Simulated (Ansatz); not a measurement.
The guess for Hf3C4 was made by a generator: random cell by space group and Wyckoff sites (P6/mmm, No. 191). Its size is a rough estimate.

```yaml
crystal:
  lattice:
    - [3.83692, 0.00000, 0.00000]
    - [-1.91846, 3.32287, 0.00000]
    - [0.00000, 0.00000, 7.02889]
  atoms:
    - { symbol: Hf, position: [0.00000, 0.00000, 0.00000] }
    - { symbol: Hf, position: [0.66667, 0.33333, 0.00000] }
    - { symbol: Hf, position: [0.33333, 0.66667, 0.00000] }
    - { symbol: C, position: [0.00000, 0.00000, 0.68167] }
    - { symbol: C, position: [0.00000, 0.00000, 0.31833] }
    - { symbol: C, position: [0.33333, 0.66667, 0.50000] }
    - { symbol: C, position: [0.66667, 0.33333, 0.50000] }
```

These are results of DFT PBE, scalar-relativistic, plane waves, PAW in Ansatz 0.2.0, not measurements. Cutoff 420 eV, Gaussian smearing, Γ-centred meshes. Cell and atoms relax first on a coarse mesh and then on a finer one. In between, the cell is made exact in the group found at 0.06 Å. In metals the finer mesh still leaves noise of several meV/atom or more. The steps can't lower the symmetry of their start. No spin polarisation.

A guess keeps its type if space group and coordination stay and the shape of the cell changes little (axis ratios within about 15 %, angles within 6°); the volume may change.

Question: Does this structure survive the relaxation?

Answer: It doesn't keep its type. The symmetry stays P6/mmm (No. 191). The volume per atom grows by 42.9 %, from 12.8 to 18.3 Å³. The shortest distance goes from 2.22 Å (C–C and Hf–Hf) to 1.24 Å (C–C). The ratio c/a of the conventional cell changes by a factor of 0.54. Counting neighbours within 15 % of an atom's shortest distance, the start has C 3/8, Hf 6/8 and the end C 1/2, Hf 2. In detail, at the end Hf on a site of symmetry 6/mmm has 2 C at 2.00 Å and 6 Hf at 3.07 Å; Hf on a site of symmetry -6m2 has 2 C at 2.62 Å and 6 Hf at 3.07 Å; around C on a site of symmetry 6mm lie 1 C at 1.24 Å, 1 Hf at 2.00 Å and 6 C at 3.13 Å; 1 more site not described.

Space group P6/mmm (No. 191). a = 5.309 Å, b = 5.309 Å, c = 5.247 Å, α = 90.00°, β = 90.00°, γ = 120.00°
```
atom  site  symmetry       x       y       z
  Hf    1a     6/mmm  0.0000  0.0000  0.0000
  Hf    2c      -6m2  0.6667  0.3333  0.0000
   C    2e       6mm  0.0000  0.0000  0.6186
   C    2d      -6m2  0.3333  0.6667  0.5000
```

The zero of energy is the elements' standard structures at the same level; no fitted shifts are applied.

Question: At what energy does it end?

Answer: +2.22 eV/atom. It can't be a ground state, since the elements alone are lower.

The last run used a 12×12×8 mesh (in the run's order of axes) for its 7-atom cell and Gaussian smearing of 0.10 eV. Spin–orbit coupling, which can matter for Hf, is left out. The reference form of C is held partly by dispersion forces, which this level lacks. A structure relaxed within its symmetry needn't be a true minimum.

In counts of neighbours, a slash parts the counts of unlike sites.
